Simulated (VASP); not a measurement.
# BeTe (F-43m) in VASP: a series of runs

The runs below take BeTe through relaxation of cell and atoms, single point, with PBE.

All numbers are computed with VASP 6.6.1; they aren't measurements. Logs are shortened: lines on timing, memory, paths and dates and some standing lists are left out, and cuts for length are marked.

## (1) The undisturbed crystal

It takes space group F-43m (No. 216, cubic). The conventional cell has a = 5.664 Å, b = 5.664 Å, c = 5.664 Å, α = 90.00°, β = 90.00°, γ = 90.00°. Around Be (site symmetry -43m) lie 4 Te at 2.45 Å. Te (site symmetry -43m) has 4 Be at 2.45 Å as nearest neighbours.

## (2) Relaxation of cell and atoms, PBE (cell and atoms relaxed tightly for response)

INCAR

```
SYSTEM = BeTe
PREC = Accurate
ENCUT = 600
EDIFF = 1E-7
ISMEAR = 0
SIGMA = 0.01
LREAL = .FALSE.
LASPH = .TRUE.
NELM = 80
ALGO = Fast
ISIF = 3
LWAVE = .FALSE.
LCHARG = .FALSE.
GGA = PE
IBRION = 2
NSW = 80
EDIFFG = -0.001
```

KPOINTS

```
Automatic mesh
0
G
  8 8 8
  0 0 0
```

POSCAR

```
BeTe
1.0
    0.0000000000      2.8318743937      2.8318743937
    2.8318743937      0.0000000000      2.8318743937
    2.8318743937      2.8318743937      0.0000000000
Be Te
1 1
Direct
    0.0000000000      0.0000000000      0.0000000000
    0.2500000000      0.2500000000      0.2500000000
```

Potentials or basis: VASP PAW PBE potentials, release 64 (Be, Te).

Run with:

```console
> cat potpaw_PBE.64/Be/POTCAR potpaw_PBE.64/Te/POTCAR > POTCAR
> mpirun -np 1 vasp_std > vasp.out
```

OUTCAR:

```text
SYSTEM = BeTe
   PREC = Accurate
   ENCUT = 600
   EDIFF = 1E-7
   ISMEAR = 0
   LREAL = .FALSE.
   LASPH = .TRUE.
   NELM = 80
   ISIF = 3
   GGA = PE
   IBRION = 2
   NSW = 80
   EDIFFG = -0.001

 ion  position               nearest neighbor table
   1  0.000  0.000  0.000-   2 2.45   2 2.45   2 2.45   2 2.45
   2  0.250  0.250  0.250-   1 2.45   1 2.45   1 2.45   1 2.45

  LATTYP: Found a face centered cubic cell.
 ALAT       =     5.6637487874

  Lattice vectors:

 A1 = (   0.0000000000,   2.8318743937,   2.8318743937)
 A2 = (   2.8318743937,   0.0000000000,   2.8318743937)
 A3 = (   2.8318743937,   2.8318743937,   0.0000000000)

Analysis of symmetry for initial positions (statically):
=====================================================================
 Subroutine PRICEL returns:
 Original cell was already a primitive cell.

 Routine SETGRP: Setting up the symmetry group for a
 face centered cubic supercell.

 Subroutine GETGRP returns: Found 24 space group operations
 (whereof 24 operations were pure point group operations)
 out of a pool of 48 trial point group operations.

The static configuration has the point symmetry T_d .

Analysis of symmetry for dynamics (positions and initial velocities):
=====================================================================
 Subroutine PRICEL returns:
 Original cell was already a primitive cell.

 Routine SETGRP: Setting up the symmetry group for a
 face centered cubic supercell.

 Subroutine GETGRP returns: Found 24 space group operations
 (whereof 24 operations were pure point group operations)
 out of a pool of 48 trial point group operations.

The dynamic configuration has the point symmetry T_d .

 Subroutine INISYM returns: Found 24 space group operations
 (whereof 24 operations are pure point group operations),
 and found     1 'primitive' translations

----------------------------------------------------------------------------------------

                                     Primitive cell

  volume of cell :      45.4205

  direct lattice vectors                    reciprocal lattice vectors
     0.000000000  2.831874394  2.831874394    -0.176561503  0.176561503  0.176561503
     2.831874394  0.000000000  2.831874394     0.176561503 -0.176561503  0.176561503
     2.831874394  2.831874394  0.000000000     0.176561503  0.176561503 -0.176561503

[... 99 lines left out ...]
   EFERMI_NEDOS =   21; number of points for ismear=-14 and -15
   IALGO  =     68    algorithm
   IMIX   =      4    mixing-type and parameters
     AMIX     =   0.40;   BMIX     =  1.00
     AMIX_MAG =   1.60;   BMIX_MAG =  1.00
  volume/ion in A,a.u.               =      22.71       153.26
  Fermi-wavevector in a.u.,A,eV,Ry     =   0.917672  1.734149 11.457765  0.842122
  Thomas-Fermi vector in A             =   2.042667
   LORBIT       =      0    0 simple, 1 ext, 2 COOP (PROOUT), +10 PAW based schemes
   GGA     = PE    functional components
   LHFCALC =     F    Hartree Fock is set to
   AEXX    =    0.0000 exact exchange contribution
   IVDW    =     0    specifies the selected vdW correction
   LEPSILON=     F    determine dielectric tensor
   LRPA    =     F    only Hartree local field effects (RPA)
 conjugate gradient relaxation of ions
 non-spin polarized calculation
 RMM-DIIS sequential band-by-band and
 Gauss-broadening in eV      SIGMA  =   0.01
  energy-cutoff  :      600.00
  volume of cell :       45.42
 maximum number of plane-waves:      1540
   NGX = 15   NGY = 15   NGZ = 15

--------------------------------------- Ionic step        1  -------------------------------------------

 number of electron       8.0000000 magnetization

 Free energy of the ion-electron system (eV)
  ---------------------------------------------------
  ext. energy  EPLUGINS =         0.00000000
  ---------------------------------------------------
  free energy    TOTEN  =        -7.62449595 eV

  energy without entropy =       -7.62449595  energy(sigma->0) =       -7.62449595

------------------------ aborting loop because EDIFF is reached ----------------------------------------

  FORCE on cell =-STRESS in cart. coord.  units (eV):
  Direction    XX          YY          ZZ          XY          YZ          ZX
  --------------------------------------------------------------------------------------
  -------------------------------------------------------------------------------------
  Total        0.0398531      0.0398531      0.0398531      0.0000000      0.0000000      0.0000000
  in kB        1.4057917      1.4057917      1.4057917      0.0000000      0.0000000      0.0000000
  external PRESSURE =       1.4057917 kB  Pullay stress =       0.0000000 kB
[... 59 lines left out ...]
--------------------------------------- Ionic step        3  -------------------------------------------

 number of electron       8.0000000 magnetization

 Free energy of the ion-electron system (eV)
  ---------------------------------------------------
  ext. energy  EPLUGINS =         0.00000000
  ---------------------------------------------------
  free energy    TOTEN  =        -7.62454148 eV

  energy without entropy =       -7.62454148  energy(sigma->0) =       -7.62454148

 E-fermi :   4.9646     XC(G=0):  -8.9796

 val. band max:        4.8830005743   @ k =   0.0000   0.0000   0.0000
 cond. band min:       6.9032117964   @ k =   0.5000   0.5000   0.0000
 fundamental gap:      2.0202112222
 Fermi energy:         4.9646146178

 k-point     1 :       0.0000    0.0000    0.0000
  band No.  band energies     occupation
      1      -7.2888      2.00000
      2       4.8830      2.00000
      3       4.8830      2.00000
      4       4.8830      2.00000
      5       8.5083      0.00000
      6       8.5083      0.00000
      7       8.5083      0.00000
      8       8.5649      0.00000
[... 243 lines left out ...]
 k-point    24 :      -0.3750    0.2500    0.1250
  band No.  band energies     occupation
      1      -5.7604      2.00000
      2      -0.1258      2.00000
      3       2.0558      2.00000
      4       3.0333      2.00000
      5       9.0637      0.00000
      6       9.2724      0.00000
      7      11.4895      0.00000
      8      12.5712      0.00000

 [... further k-points ...]

------------------------ aborting loop because EDIFF is reached ----------------------------------------

  FORCE on cell =-STRESS in cart. coord.  units (eV):
  Direction    XX          YY          ZZ          XY          YZ          ZX
  --------------------------------------------------------------------------------------
  -------------------------------------------------------------------------------------
  Total        0.0006731      0.0006731      0.0006731      0.0000000      0.0000000      0.0000000
  in kB        0.0236862      0.0236862      0.0236862      0.0000000      0.0000000      0.0000000
  external PRESSURE =       0.0236862 kB  Pullay stress =       0.0000000 kB
[... 17 lines left out ...]
  FREE ENERGIE OF THE ION-ELECTRON SYSTEM (eV)
  ---------------------------------------------------
  free  energy   TOTEN  =        -7.6245414783 eV

  energy  without entropy=       -7.6245414783  energy(sigma->0) =       -7.62454148

 reached required accuracy - stopping structural energy minimisation
```

OSZICAR:

```text
N       E                     dE             d eps       ncg     rms          rms(c)
DAV:   1     0.207189972543E+02    0.20719E+02   -0.36388E+03   464   0.895E+02
DAV:   2    -0.693405994477E+01   -0.27653E+02   -0.27261E+02   616   0.104E+02
DAV:   3    -0.773958825934E+01   -0.80553E+00   -0.80553E+00   600   0.232E+01
DAV:   4    -0.774510000763E+01   -0.55117E-02   -0.55117E-02   712   0.205E+00
[... 20 lines left out ...]
       N       E                     dE             d eps       ncg     rms          rms(c)
DAV:   1    -0.762454635735E+01   -0.70185E-05   -0.10965E-04   560   0.546E-02    0.115E-02
RMM:   2    -0.762454206507E+01    0.42923E-05   -0.47776E-06   464   0.153E-02    0.517E-03
RMM:   3    -0.762454137937E+01    0.68569E-06   -0.29043E-06   464   0.103E-02    0.190E-03
RMM:   4    -0.762454147834E+01   -0.98962E-07   -0.19857E-07   335   0.402E-03
   3 F= -.76245415E+01 E0= -.76245415E+01  d E =-.455270E-04
```

CONTCAR:

```text
BeTe
   1.00000000000000
    -0.0000000000000000    2.8341079956365398    2.8341079956365398
     2.8341079956365398    0.0000000000000000    2.8341079956365398
     2.8341079956365398    2.8341079956365398   -0.0000000000000000
  Be              Te
     1     1
Direct
     0.0000000000000000    0.0000000000000000    0.0000000000000000
     0.2500000000000000    0.2500000000000000    0.2500000000000000

  0.00000000E+00  0.00000000E+00  0.00000000E+00
  0.00000000E+00  0.00000000E+00  0.00000000E+00
```

Wall time 15 s (1 thread of Intel Xeon Platinum 8488C (Sapphire Rapids), shared host); peak memory 0.18 GiB.

What came out:

```yaml
Free_energy: -7.6245 eV
Relaxed_volume: 22.76 Å³/atom
Relaxed_cell: a = 4.008 Å, b = 4.008 Å, c = 4.008 Å, α = 60.00°, β = 60.00°, γ = 60.00°
Space_group_after_relaxing_to_0.05_Å: F-43m (No. 216)
Energy_gained_by_relaxing: 0.0 meV/atom
Ionic_steps: 3
Pressure_after_relaxing: 0.0 GPa
Band_gap_on_the_k_mesh: 2.02 eV, indirect (least direct gap 3.63 eV)
```

Final structure:
```
Be Te
1.0
     0.00000    2.83411    2.83411
     2.83411    0.00000    2.83411
     2.83411    2.83411    0.00000
Be Te
1 1
Direct
  0.00000 0.00000 0.00000
  0.25000 0.25000 0.25000
```

Caveat: spin-orbit coupling is left out, which moves the levels of the heavy elements. A k mesh can miss the band edges.

## (3) Single point, PBE (cell and atoms relaxed tightly for response)

INCAR

```
  ALGO = Normal
  EDIFF = 1E-6
  ENCUT = 520
  GGA = PE
  ISIF = 2
  ISMEAR = 0
  LASPH = True
  LCHARG = True
  LELF = True
  LREAL = False
  LVHAR = True
  LWAVE = False
  NBANDS = 11
  NELM = 100
  PREC = Accurate
  SIGMA = 0.01
```

KPOINTS

```
k-points
0
Gamma
  8 8 8
```

POSCAR

```
BeTe
1.0
    0.0000000000      2.8318743950      2.8318743950
    2.8318743950      0.0000000000      2.8318743950
    2.8318743950      2.8318743950      0.0000000000
Be Te
1 1
Direct
    0.0000000000      0.0000000000      0.0000000000
    0.2500000000      0.2500000000      0.2500000000
```

Potentials or basis: VASP PAW PBE potentials, release 64 (Be, Te).

Run with:

```console
> cat potpaw_PBE.64/Be/POTCAR potpaw_PBE.64/Te/POTCAR > POTCAR
> mpirun -np 1 vasp_std > vasp.out
```

OUTCAR:

```text
EDIFF = 1E-6
   ENCUT = 520
   GGA = PE
   ISIF = 2
   ISMEAR = 0
   LASPH = True
   LREAL = False
   NELM = 100
   PREC = Accurate

 ion  position               nearest neighbor table
   1  0.000  0.000  0.000-   2 2.45   2 2.45   2 2.45   2 2.45
   2  0.250  0.250  0.250-   1 2.45   1 2.45   1 2.45   1 2.45

  LATTYP: Found a face centered cubic cell.
 ALAT       =     5.6637487900

  Lattice vectors:

 A1 = (   0.0000000000,   2.8318743950,   2.8318743950)
 A2 = (   2.8318743950,   0.0000000000,   2.8318743950)
 A3 = (   2.8318743950,   2.8318743950,   0.0000000000)

Analysis of symmetry for initial positions (statically):
=====================================================================
 Subroutine PRICEL returns:
 Original cell was already a primitive cell.

 Routine SETGRP: Setting up the symmetry group for a
 face centered cubic supercell.

 Subroutine GETGRP returns: Found 24 space group operations
 (whereof 24 operations were pure point group operations)
 out of a pool of 48 trial point group operations.

The static configuration has the point symmetry T_d .

Analysis of symmetry for dynamics (positions and initial velocities):
=====================================================================
 Subroutine PRICEL returns:
 Original cell was already a primitive cell.

 Routine SETGRP: Setting up the symmetry group for a
 face centered cubic supercell.

 Subroutine GETGRP returns: Found 24 space group operations
 (whereof 24 operations were pure point group operations)
 out of a pool of 48 trial point group operations.

The dynamic configuration has the point symmetry T_d .

 Subroutine INISYM returns: Found 24 space group operations
 (whereof 24 operations are pure point group operations),
 and found     1 'primitive' translations

----------------------------------------------------------------------------------------

                                     Primitive cell
[... 119 lines left out ...]
   IVDW    =     0    specifies the selected vdW correction
   LEPSILON=     F    determine dielectric tensor
   LRPA    =     F    only Hartree local field effects (RPA)
 non-spin polarized calculation
 Gauss-broadening in eV      SIGMA  =   0.01
  energy-cutoff  :      520.00
  volume of cell :       45.42
 maximum number of plane-waves:      1243
 NGX is ok and might be reduce to    30
   NGX = 15   NGY = 15   NGZ = 15

 number of electron       8.0000000 magnetization

 Free energy of the ion-electron system (eV)
  ---------------------------------------------------
  ext. energy  EPLUGINS =         0.00000000
  ---------------------------------------------------
  free energy    TOTEN  =        -7.62446163 eV

  energy without entropy =       -7.62446163  energy(sigma->0) =       -7.62446163

 E-fermi :   4.9496     XC(G=0):  -8.9892

 val. band max:        4.9089604975   @ k =   0.0000   0.0000   0.0000
 cond. band min:       6.9234622534   @ k =   0.5000   0.5000   0.0000
 fundamental gap:      2.0145017559
 Fermi energy:         4.9495793536

 k-point     1 :       0.0000    0.0000    0.0000
  band No.  band energies     occupation
      1      -7.2780      2.00000
      2       4.9090      2.00000
      3       4.9090      2.00000
      4       4.9090      2.00000
      5       8.5324      0.00000
      6       8.5324      0.00000
      7       8.5324      0.00000
      8       8.6078      0.00000
      9      13.2003      0.00000
     10      15.1184      0.00000
     11      15.1184      0.00000
[... 309 lines left out ...]
 k-point    24 :      -0.3750    0.2500    0.1250
  band No.  band energies     occupation
      1      -5.7428      2.00000
      2      -0.1133      2.00000
      3       2.0734      2.00000
      4       3.0525      2.00000
      5       9.0917      0.00000
      6       9.2990      0.00000
      7      11.5229      0.00000
      8      12.6052      0.00000
      9      13.3839      0.00000
     10      16.4267      0.00000
     11      16.7649      0.00000

 [... further k-points ...]

------------------------ aborting loop because EDIFF is reached ----------------------------------------

  FORCE on cell =-STRESS in cart. coord.  units (eV):
  Direction    XX          YY          ZZ          XY          YZ          ZX
  --------------------------------------------------------------------------------------
  -------------------------------------------------------------------------------------
  Total        0.0396075      0.0396075      0.0396075     -0.0000000      0.0000000      0.0000000
  in kB        1.3971283      1.3971283      1.3971283     -0.0000000      0.0000000      0.0000000
  external PRESSURE =       1.3971283 kB  Pullay stress =       0.0000000 kB

 VOLUME and BASIS-vectors are now :
 -----------------------------------------------------------------------------
  energy-cutoff  :      520.00
  volume of cell :       45.42
      direct lattice vectors                 reciprocal lattice vectors
     0.000000000  2.831874395  2.831874395    -0.176561503  0.176561503  0.176561503
     2.831874395  0.000000000  2.831874395     0.176561503 -0.176561503  0.176561503
     2.831874395  2.831874395  0.000000000     0.176561503  0.176561503 -0.176561503

 POSITION                                       TOTAL-FORCE (eV/Angst)
 -----------------------------------------------------------------------------------
      0.00000      0.00000      0.00000         0.000000      0.000000      0.000000
      1.41594      1.41594      1.41594        -0.000000     -0.000000     -0.000000
 -----------------------------------------------------------------------------------
    total drift:                                0.000000      0.000000      0.000000

  FREE ENERGIE OF THE ION-ELECTRON SYSTEM (eV)
  ---------------------------------------------------
  free  energy   TOTEN  =        -7.6244616349 eV

  energy  without entropy=       -7.6244616349  energy(sigma->0) =       -7.62446163
```

OSZICAR:

```text
N       E                     dE             d eps       ncg     rms          rms(c)
DAV:   1     0.200819528244E+02    0.20082E+02   -0.32703E+03   638   0.587E+02
DAV:   2    -0.650299209273E+01   -0.26585E+02   -0.25150E+02   842   0.916E+01
DAV:   3    -0.773198788467E+01   -0.12290E+01   -0.12265E+01   830   0.205E+01
DAV:   4    -0.774480928788E+01   -0.12821E-01   -0.12820E-01   789   0.246E+00
DAV:   5    -0.774506025823E+01   -0.25097E-03   -0.25097E-03   809   0.322E-01    0.402E+00
DAV:   6    -0.765174927161E+01    0.93311E-01   -0.10863E-01   751   0.132E+00    0.242E+00
DAV:   7    -0.762343189258E+01    0.28317E-01   -0.94864E-02   740   0.135E+00    0.454E-01
DAV:   8    -0.762414713413E+01   -0.71524E-03   -0.58688E-03   710   0.439E-01    0.748E-02
DAV:   9    -0.762439220910E+01   -0.24507E-03   -0.31656E-04   791   0.105E-01    0.299E-02
DAV:  10    -0.762445695055E+01   -0.64741E-04   -0.79734E-05   696   0.460E-02    0.149E-02
DAV:  11    -0.762445931864E+01   -0.23681E-05   -0.25373E-06   840   0.940E-03    0.984E-03
DAV:  12    -0.762446156542E+01   -0.22468E-05   -0.48352E-06   683   0.125E-02    0.540E-03
DAV:  13    -0.762446163491E+01   -0.69488E-07   -0.29382E-08   500   0.127E-03
   1 F= -.76244616E+01 E0= -.76244616E+01  d E =-.225883E-11
```

stdout:

```text
POSCAR found type information on POSCAR BeTe
 POSCAR found :  2 types and       2 ions
 scaLAPACK will be used
 LDA part: xc-table for (Slater+PW92), standard interpolation
 POSCAR, INCAR and KPOINTS ok, starting setup
 FFT: planning ... GRIDC
 FFT: planning ... GRID_SOFT
 FFT: planning ... GRID
 WAVECAR not read
 entering main loop
```

Run time: 8.9 s. Hardware: 1 thread of AMD EPYC 9R45 (Zen 5), shared host; peak memory 0.14 GiB.

Results:

```yaml
Free_energy: -7.6245 eV
Pressure: 0.1 GPa
Band_gap_on_the_k_mesh: 2.01 eV, indirect (least direct gap 3.62 eV)
```

Caveat: spin-orbit coupling is left out, which moves the levels of the heavy elements. A k mesh can miss the band edges.

## (4) Relaxation of cell and atoms, PBE (cell and atoms relaxed tightly for response)

INCAR

```
SYSTEM = BeTe
PREC = Accurate
ENCUT = 600
EDIFF = 1E-7
ISMEAR = 0
SIGMA = 0.01
LREAL = .FALSE.
LASPH = .TRUE.
NELM = 100
ALGO = Fast
ISIF = 3
LWAVE = .FALSE.
LCHARG = .FALSE.
GGA = PE
IBRION = 2
NSW = 80
EDIFFG = -0.001
```

KPOINTS

```
Automatic mesh
0
G
  8 8 8
  0 0 0
```

POSCAR is that of step 3.

Run with:

```console
> cat potpaw_PBE.64/Be/POTCAR potpaw_PBE.64/Te/POTCAR > POTCAR
> mpirun -np 1 vasp_std > vasp.out
```

It took 14 s on 1 thread of AMD EPYC 9R45 (Zen 5), shared host; peak memory 0.16 GiB.

Results (log left out):

```
Free energy                            : -7.6245 eV
Relaxed volume                         : 22.76 Å³/atom
Relaxed cell                           : a = 4.008 Å, b = 4.008 Å, c = 4.008 Å, α = 60.00°, β = 60.00°, γ = 60.00°
Space group after relaxing (to 0.05 Å) : F-43m (No. 216)
Energy gained by relaxing              : 0.0 meV/atom
Ionic steps                            : 3
Pressure after relaxing                : 0.0 GPa
Band gap on the k mesh                 : 2.02 eV, indirect (least direct gap 3.63 eV)
```

Final structure:
```cif
data_structure
_symmetry_space_group_name_H-M 'P 1'
_symmetry_Int_Tables_number 1
_cell_length_a 4.0080
_cell_length_b 4.0080
_cell_length_c 4.0080
_cell_angle_alpha 60.000
_cell_angle_beta 60.000
_cell_angle_gamma 60.000
_cell_volume 45.53
loop_
_atom_site_label
_atom_site_type_symbol
_atom_site_fract_x
_atom_site_fract_y
_atom_site_fract_z
_atom_site_occupancy
Be1 Be 0.00000 0.00000 0.00000 1
Te1 Te 0.25000 0.25000 0.25000 1
```

Levels at points of the mesh, in eV from the valence-band top:
```csv
k point,band 1,band 2,band 3,band 4,band 5,band 6,band 7,band 8
"(0.00, 0.00, 0.00)",-12.17,0.00,0.00,0.00,3.63,3.63,3.63,3.68
"(0.50, 0.00, 0.00)",-10.88,-5.42,-1.10,-1.10,3.02,4.60,4.60,7.82
"(0.50, 0.50, 0.00)",-10.40,-5.01,-2.57,-2.57,2.02,2.69,9.58,9.58
```

Caveat: spin-orbit coupling is left out, which moves the levels of the heavy elements. A k mesh can miss the band edges.
